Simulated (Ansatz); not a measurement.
What a change of settings does to a run on I

The cell is built from the bcc type as a first guess.

First run: DFT, PBE, PAW with Ansatz's default frozen-core files, scalar-relativistic (Ansatz 0.2.0).

Command: `ansatz run input.yaml --threads 1 --pin off --max-ram 2048MiB --backend cpu --events-out ev --progress --plain --runs-dir out` The run took 12 s on 1 thread of AMD EPYC 9R14 (Zen 4), on a shared host, peak memory 0.4 GiB.

```yaml
crystal:
  lattice:
    - [-1.5896438915, 1.5896438915, 1.5896438915]
    - [1.5896438915, -1.5896438915, 1.5896438915]
    - [1.5896438915, 1.5896438915, -1.5896438915]
  atoms:
    - { symbol: I, position: [0.0, 0.0, 0.0] }
kpoints:
  mp_grid: { grid: [14, 14, 14] }
scf:
  occupations: { method: fermi_dirac, width: 0.03 }
hamiltonian:
  xc: pbe
  pseudopotentials: { kind: paw }
output:
  forces: true
  stress: true
relax:
  f_tol: 0.005
  max_steps: 80
  cell: {}
```

Result: converged; relaxed volume 35.861 Å³/atom; 73 SCF iterations in all.

Spin–orbit coupling is left out, though it moves levels of the heavy atoms by tenths of an eV or more.

The input is then changed:

```diff
@@ -7,7 +7,8 @@
     - { symbol: I, position: [0.0, 0.0, 0.0] }
 kpoints:
-  mp_grid: { grid: [14, 14, 14] }
+  mp_grid: { grid: [14, 14, 14], shift: [0.5, 0.5, 0.5] }
 scf:
-  occupations: { method: fermi_dirac, width: 0.03 }
+  occupations: { method: gaussian, width: 0.1 }
+  convergence: { dr2_threshold: 1.0e-05 }
 hamiltonian:
   xc: pbe
@@ -16,4 +17,8 @@
   forces: true
   stress: true
+  write_density: true
+  write_potential: true
+  elf: true
+  volumetric_format: npy
 relax:
   f_tol: 0.005
```

**Question.** What does the second run give?

**Answer.** It converged; energy at zero smearing +1.5 meV/atom from the first run; relaxed volume 35.940 Å³/atom; 51 SCF iterations in all. Some of these settings are too coarse for converged properties.
